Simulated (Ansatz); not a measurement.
**What moves the gap on the k mesh of Si?**

```xyz
2
Lattice="0.0000 2.7155 2.7155 2.7155 0.0000 2.7155 2.7155 2.7155 0.0000" Properties=species:S:1:pos:R:3 pbc="T T T"
Si    2.7155    2.7155    2.7155
Si    4.0732    4.0732    4.0732
```

Atom numbers follow the list: Si1, Si2.

The cell is a measured one (Crystallography Open Database entry 9011998); the temperature and pressure of the measurement aren't taken into account, and nothing was relaxed.

Computed with Ansatz 0.2.0, DFT, PBE, all-electron LAPW, scalar-relativistic.

Numerical set-up: a Γ-centred 11×11×11 k mesh, Fermi–Dirac smearing of 0.08 eV, basis error target 0.25 meV/atom, no spin polarisation.

Semilocal functionals give too small gaps.

In this reference run the gap on the k mesh is 0.60 eV. Each change below is made alone, on the same k mesh, with fractional coordinates held unless an atom is moved; x, y and z are the Cartesian axes.

Order the changes by the shift of the gap on the k mesh, most negative first.
A. volume scaled by 0.94
B. equal xy, yz and zx engineering shear strains of +1 %
C. volume scaled by 0.96
D. volume scaled by 1.02
E. x and y strained by +3 %, z held
F. volume scaled by 1.06

E (-0.19 eV), A (-0.12 eV), C (-0.08 eV), B (-0.02 eV), D (+0.04 eV), F (+0.10 eV).
